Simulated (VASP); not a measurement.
A run of VASP 6.6.1 is set up as follows.

Contents of INCAR:

```
PREC     = Accurate       # precision mode
ENCUT    = 520            # plane-wave cutoff, eV
EDIFF    = 1E-6           # SCF threshold, eV
ISMEAR   = -5             # smearing method
SIGMA    = 0.05           # smearing width, eV
LREAL    = F              # projectors in reciprocal space
LASPH    = T              # aspherical terms in the spheres
NELM     = 60             # most SCF steps
ALGO     = Normal         # electronic algorithm
ISIF     = 2              # what is computed and relaxed
LWAVE    = F              # write WAVECAR
LCHARG   = F              # write CHGCAR
LMAXMIX  = 4              # l up to which the mixer works
METAGGA  = R2SCAN         # meta-GGA
LMIXTAU  = T            
LORBIT   = 11             # projections on sites
NEDOS    = 2001           # points of the DOS
```

The input KPOINTS:

```
regular mesh
0
Gamma
  14 14 14
```

POSCAR

```
Y
1.0
    0.0000000000      2.5514438835      2.5514438835
    2.5514438835      0.0000000000      2.5514438835
    2.5514438835      2.5514438835      0.0000000000
Y
1
Direct
    0.0000000000      0.0000000000      0.0000000000
```

Potentials or basis: VASP PAW PBE potentials, release 64 (Y_sv).

Launch:

```sh
$ cat potpaw_PBE.64/Y_sv/POTCAR > POTCAR
$ mpirun -np 1 vasp_std > vasp.out
```

(1) What does it give for the band gap on the k mesh?

(2) What does it give for the pressure?

## Answers

(1) none (metal or under the smearing width).

(2) 0.0 GPa.

Caveat: the PAW data sets were made with another functional, which shifts forces and pressure a little; tetrahedron occupations give inexact forces and stress in metals.
